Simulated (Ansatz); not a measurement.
Crystal: TiTe2.

```
CELL_PARAMETERS angstrom
3.77700 0.00000 0.00000
-1.88850 3.27098 0.00000
0.00000 0.00000 6.49800
ATOMIC_POSITIONS crystal
Te 0.33333 0.66667 0.73720
Te 0.66667 0.33333 0.26280
Ti 0.00000 0.00000 0.00000
```

Base run:

```yaml
Program: Ansatz 0.2.0
Functional: r2SCAN
Potentials_or_basis: Ansatz PAW
Cutoff: "500 eV (not typed: the program's choice for these potentials)"
k_mesh: 8 × 8 × 4
Occupations: fermi-dirac, width 0.05 eV
Spin: no spin polarisation
```

Its results: band gap on the k mesh none (metal or under the smearing width); pressure 0.9 GPa; largest force 0.217 eV/Å.

After a change of settings the same cell gave: band gap on the k mesh none (metal or under the smearing width); pressure 2.3 GPa; largest force 0.071 eV/Å. Which change was it?
A. functional from r2SCAN to BLYP; cutoff from 500 eV (not typed: the program's choice for these potentials) to 420 eV (not typed: the program's choice for these potentials)
B. functional from r2SCAN to revPBE; cutoff from 500 eV (not typed: the program's choice for these potentials) to 420 eV (not typed: the program's choice for these potentials)
C. functional from r2SCAN to HF; cutoff from 500 eV (not typed: the program's choice for these potentials) to 420 eV (not typed: the program's choice for these potentials); k mesh from 8 × 8 × 4 to 4 × 4 × 2
D. k mesh from 8 × 8 × 4 to 6 × 6 × 3; spin from no spin polarisation to spin-orbit coupling, no magnetisation; potential files from those of the base run to others of the same set

B.

Caveats: spin-orbit coupling is left out, which moves the levels of the heavy elements; the PAW data sets come from PBE, with cores solved anew for the run's functional, which leaves a small shift of forces and pressure; this functional lacks dispersion, which binds the layers, so the pressure and a relaxed spacing across them are unreliable (some runs).
